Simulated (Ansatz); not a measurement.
Crystal: AgCl (Chlorargyrite).

```
Ag Cl
1.0
     0.00000    2.73500    2.73500
     2.73500    0.00000    2.73500
     2.73500    2.73500    0.00000
Ag Cl
1 1
Direct
  0.00000 0.00000 0.00000
  0.50000 0.50000 0.50000
```

Base run:

```yaml
Program: Ansatz 0.2.0
Functional: PBEsol
Potentials_or_basis: all-electron LAPW, scalar-relativistic
Cutoff: 217 eV (chosen from the basis error)
Basis_error_allowed: 0.001 eV/atom
k_mesh: 8 × 8 × 8
Occupations: fermi-dirac, width 0.05 eV
Spin: no spin polarisation
Hubbard_terms: Ag d U = 2 eV
```

Its results: band gap on the k mesh 1.15 eV, indirect (least direct gap 3.24 eV); pressure -0.2 GPa.

Q: The run is repeated on the same cell with these changes: hubbard terms from Ag d U = 2 eV to Ag d U = 8 eV. What comes out?

A: Band gap on the k mesh 1.94 eV, indirect (least direct gap 3.27 eV); pressure 1.0 GPa.

Caveats: U is the effective U less J, on atomic orbitals that reach past the spheres.

A k mesh can miss the band edges.
